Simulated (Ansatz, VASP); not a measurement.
# MgS: VASP beside Ansatz

Contents of INCAR:

```
SYSTEM = MgS
PREC = Accurate
ENCUT = 520
EDIFF = 1E-6
ISMEAR = 0
SIGMA = 0.1
LREAL = .False.
LASPH = .True.
NELM = 60
ALGO = Normal
ISIF = 2
LWAVE = .False.
LCHARG = .False.
GGA = PS
NBANDS = 11
```

File KPOINTS:

```
Automatic mesh
0
Gamma
  6 6 6
  0 0 0
```

Contents of POSCAR:

```
MgS
1.0
    0.0000000000      2.6000000000      2.6000000000
    2.6000000000      0.0000000000      2.6000000000
    2.6000000000      2.6000000000      0.0000000000
Mg S
1 1
Direct
    0.0000000000      0.0000000000      0.0000000000
    0.5000000000      0.5000000000      0.5000000000
```

Input for Ansatz:

```yaml
crystal:
  lattice:
    - [0.0, 2.6, 2.6]
    - [2.6, 0.0, 2.6]
    - [2.6, 2.6, 0.0]
  atoms:
    - { symbol: Mg, position: [0.0, 0.0, 0.0] }
    - { symbol: S, position: [0.5, 0.5, 0.5] }
basis:
  ecutwfc: 420
kpoints:
  mp_grid: { grid: [6, 6, 6] }
hamiltonian:
  xc: pbesol
  pseudopotentials: { kind: paw, azcp: { folder: soft_1 } }
scf:
  occupations: { method: gaussian, width: 0.1 }
output:
  forces: true
  stress: true
  eigenvalues: true
```

The cell was built by a generator and isn't the measured one.

Alike in both runs: task single point; functional PBEsol; k mesh 6 × 6 × 6; occupations gaussian, width 0.1 eV; no spin polarisation.

```csv
,VASP,Ansatz
version,VASP 6.6.1,Ansatz 0.2.0
potentials or method,"VASP PAW PBE potentials, release 64 (Mg, S)","scalar-relativistic, plane waves, PAW"
plane-wave cutoff (eV),520,420
valence electrons in the cell,8,16
```

Ansatz gave:

* gap on the k mesh at the Fermi level (eV): 2.71
* least direct gap on the mesh (eV): 3.61
* pressure (GPa): -0.8

Q: Estimate VASP's values.

A: gap on the k mesh at the Fermi level (eV): 2.71; least direct gap on the mesh (eV): 3.61; pressure (GPa): -1.0.

The two sets of potentials don't hold the same shells in valence. Ansatz warned: «pseudo_functional_mismatch».

Caveats: the PAW data sets were made with another functional, which shifts forces and pressure a little (VASP). A k mesh can miss the band edges. Expect the measured gap to be larger: semilocal functionals such as PBEsol lack the derivative discontinuity.
